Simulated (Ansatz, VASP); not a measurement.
## One calculation of Sb, two programs

```
Sb
1.0
     3.90594    0.00000    0.00000
    -1.95297    3.38264    0.00000
     0.00000    0.00000   28.00000
Sb
2
Direct
  0.33333 0.66667 0.53053
  0.66667 0.33333 0.46947
```

Change from the starting cell: biaxial strain -0.040, atoms relaxed.

Alike in both runs: functional PBE; dispersion D3(BJ); k mesh 9 × 9 × 1; occupations gaussian, width 0.02 eV; no spin polarisation.

Ansatz relaxed the structure, and its values are those at the end. VASP's run is a single point on that final structure, the one shown.

```csv
,VASP,Ansatz
version,VASP 6.6.1,Ansatz 0.2.0
potentials or method,"VASP PAW PBE potentials, release 64 (Sb)","scalar-relativistic, plane waves, PAW"
plane-wave cutoff (eV),520,420
valence electrons in the cell,10,30
```

```csv
,VASP,Ansatz,Ansatz less VASP
gap on the k mesh at the Fermi level (eV),0.56,0.53,-0.025
least direct gap on the mesh (eV),1.83,1.84,+0.015
rms of the force components (eV/Å),0.059,0.005,-0.0535
```

The two sets of potentials don't hold the same shells in valence. Ansatz warned: «stress_scf_threshold_loose».

Caveats: spin-orbit coupling is left out, which moves the levels of the heavy elements.
